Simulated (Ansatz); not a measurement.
Deforming HfO2

```xyz
3
Lattice="0.0000 2.5575 2.5575 2.5575 0.0000 2.5575 2.5575 2.5575 0.0000" Properties=species:S:1:pos:R:3 pbc="T T T"
Hf    0.0000    0.0000    0.0000
O     1.2788    1.2788    1.2788
O     3.8363    3.8363    3.8363
```

Atom numbers follow the list: Hf1, O2, O3.

The cell is COD entry 9009016, as deposited and not checked against the literature; nothing was relaxed.

No spin–orbit coupling, which matters for the heavy atoms here.

These are results of DFT, PBE, all-electron LAPW, scalar-relativistic (Ansatz 0.2.0), not measurements.

Sampling and basis: a Γ-centred 9×9×9 k mesh, Fermi–Dirac smearing of 0.01 eV, basis error target 1 meV/atom, no spin polarisation.

The unchanged cell is at -2.46 GPa.

x, y and z are the Cartesian axes of the cell as listed; fractional coordinates follow a strain, and an engineering shear is twice the off-diagonal strain component.

(1) One change gave: energy change under 1 meV/atom; stress change (xx, yy, zz, yz, xz, xy) 0.08, 0.08, 0.08, -0.79, -0.79, -0.79 GPa, compression positive; change of the force on O2 (-0.058, -0.058, -0.058) eV/Å; gap on the k mesh 3.82 → 3.82 eV. Which change was it?
A. equal xy, yz and zx engineering shear strains of -1 %
B. equal xy, yz and zx engineering shear strains of +2 %
C. equal xy, yz and zx engineering shear strains of +1 %
D. equal xy, yz and zx engineering shear strains of +3 %
E. equal xy, yz and zx engineering shear strains of -3 %
F. equal xy, yz and zx engineering shear strains of -2 %

Results:

(1) C. For equal xy, yz and zx engineering shear strains of -3 %: energy change +9 meV/atom; stress change (xx, yy, zz, yz, xz, xy) 0.79, 0.79, 0.79, 2.93, 2.93, 2.93 GPa, compression positive; change of the force on O3 (-0.229, -0.229, -0.229) eV/Å; gap on the k mesh 3.82 → 3.84 eV. For equal xy, yz and zx engineering shear strains of -1 %: energy change under 1 meV/atom; stress change (xx, yy, zz, yz, xz, xy) 0.08, 0.08, 0.08, 0.87, 0.87, 0.87 GPa, compression positive; change of the force on O3 (-0.066, -0.066, -0.066) eV/Å; gap on the k mesh 3.82 → 3.82 eV. For equal xy, yz and zx engineering shear strains of +2 %: energy change +3 meV/atom; stress change (xx, yy, zz, yz, xz, xy) 0.32, 0.32, 0.32, -1.49, -1.49, -1.49 GPa, compression positive; change of the force on O2 (-0.108, -0.108, -0.108) eV/Å; gap on the k mesh 3.82 → 3.83 eV. For equal xy, yz and zx engineering shear strains of -2 %: energy change +4 meV/atom; stress change (xx, yy, zz, yz, xz, xy) 0.34, 0.34, 0.34, 1.85, 1.85, 1.85 GPa, compression positive; change of the force on O2 (0.142, 0.142, 0.142) eV/Å; gap on the k mesh 3.82 → 3.83 eV. For equal xy, yz and zx engineering shear strains of +3 %: energy change +7 meV/atom; stress change (xx, yy, zz, yz, xz, xy) 0.70, 0.70, 0.70, -2.13, -2.13, -2.13 GPa, compression positive; change of the force on O2 (-0.150, -0.150, -0.150) eV/Å; gap on the k mesh 3.82 → 3.84 eV.
